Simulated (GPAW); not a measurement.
Set up this calculation in GPAW 26.7.0, as an ASE script.

* Task: relaxation of cell and atoms
* Functional: PBEsol
* Potentials or basis: PAW data sets generated in the run's folder for this functional
* Cutoff: 600 eV
* Basis: pw
* k mesh: 5 × 5 × 4
* Occupations: fermi-dirac, width 0.05 eV
* Spin: no spin polarisation
* Target pressure: 5 GPa
* Maxiter: 150
* Optimizer: BFGS
* Fmax: 0.02 eV/Å
* Max steps: 60
* Target pressure: 5 GPa
* Convergence: density=1e-05 forces=0.0001

Al3Cu2:

```
Cu Al
1.0
     4.09195    0.00000    0.00000
    -2.04598    3.54373    0.00000
     0.00000    0.00000    4.99278
Cu Al
2 3
Direct
  0.66667 0.33333 0.16049
  0.33333 0.66667 0.83951
  0.66667 0.33333 0.65007
  0.33333 0.66667 0.34993
  0.00000 0.00000 0.00000
```

The cell comes from a database or a generator and needn't be the stable form of this composition.

The input as run:

run.py

```python
from ase import Atoms
from ase.filters import FrechetCellFilter
from ase.io import write
from ase.optimize import BFGS
from ase.units import GPa
from gpaw import GPAW, PW, setup_paths

setup_paths.insert(0, '.')

atoms = Atoms(['Cu', 'Cu', 'Al', 'Al', 'Al'],
              cell=[[4.0919516368, 0.0, 0.0],
                    [-2.0459758184, 3.5437340685, 0.0],
                    [0.0, 0.0, 4.9927787]],
              scaled_positions=[[0.6666666667, 0.3333333333, 0.16048787],
                                [0.3333333333, 0.6666666667, 0.83951213],
                                [0.6666666667, 0.3333333333, 0.65007465],
                                [0.3333333333, 0.6666666667, 0.34992535],
                                [0.0, 0.0, 0.0]],
              pbc=True)

calc = GPAW(mode=PW(600),
            xc='PBEsol',
            kpts={'size': (5, 5, 4), 'gamma': True},
            occupations={'name': 'fermi-dirac', 'width': 0.05},
            nbands=32,
            convergence={'density': 1e-05, 'forces': 0.0001},
            maxiter=150,
            txt='gpaw.txt')
atoms.calc = calc
opt = BFGS(FrechetCellFilter(atoms, scalar_pressure=5 * GPa), trajectory='relax.traj', logfile='-')
done = opt.run(fmax=0.02, steps=60)
calc.write('gs.gpw')
write('result.traj', atoms)
print('Converged:', done)
print('Cell:', atoms.cell.cellpar().round(4))
print('Volume:', round(atoms.get_volume(), 4))
print(atoms.get_scaled_positions().round(5))
```

Potentials or basis: PAW data sets generated in the run's folder for this functional, pw.

Run with:

```console
$ gpaw-setup -f PBEsol Al Cu
$ OMP_NUM_THREADS=1 python run.py
```

It gave:

* Relaxed volume: 14.00 Å³/atom
* Relaxed cell: a = 4.044 Å, b = 4.044 Å, c = 4.943 Å, α = 90.00°, β = 90.00°, γ = 120.00°
* Space group after relaxing (to 0.05 Å): P-3m1 (No. 164)
* Energy change on relaxing (the enthalpy is what falls): +8.2 meV/atom
* Ionic steps: 6
* Pressure after relaxing: 5.0 GPa
* Largest force after relaxing: 0.013 eV/Å
* Band gap on the k mesh: none (metal or under the smearing width)

Caveat: with this Cu data set, volumes or pressures lay over 1.5 % or 2 GPa off other programs in two to four cells of ten; later steps reuse the first step's grids.

Run time: 100 s on 1 thread of Intel(R) Xeon(R) Platinum 8488C (Sapphire Rapids) (shared host), peak memory 0.26 GiB.
